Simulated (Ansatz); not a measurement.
Crystal: Au.

```
Au
1.0
     2.74841    0.00000    0.00000
     0.00000    2.74841    0.00000
     0.00000    0.00000    2.74841
Au
1
Direct
  0.50000 0.50000 0.50000
```

The cell was built by a generator and needn't be a form met in nature.

```yaml
Program: Ansatz 0.2.0
Task: relaxation of cell and atoms
Functional: PBE
Dispersion: D4
Potentials_or_basis: Ansatz PAW
Cutoff: "420 eV (not typed: the program's choice for these potentials)"
k_mesh: 10 × 10 × 10
Occupations: fermi-dirac, width 0.05 eV
Spin: no spin polarisation
```

At the start: volume 20.76 Å³/atom.

Problem. Where does the relaxation end?

Solution. It ends after 4 steps and the volume is 20.03 Å³/atom (-3.5 %); space group Pm-3m (No. 221, to 0.05 Å).

The path:
```
step  energy change (eV)  largest force (eV/Å)  volume (Å³)
   1              0.0000                0.0000        20.76
   2             -0.0092                0.0000        20.08
   3             -0.0093                0.0000        20.03
   4             -0.0090                0.0000        20.03
```

Final structure:
```xyz
1
Lattice="2.7157 0.0000 0.0000 0.0000 2.7157 0.0000 0.0000 0.0000 2.7157" Properties=species:S:1:pos:R:3 pbc="T T T"
Au    1.3579    1.3579    1.3579
```

Caveat: the plane-wave basis is chosen anew once the cell has moved, so the energies of steps on either side of that aren't comparable; pairwise dispersion overbinds metals, which lowers pressure and volume.
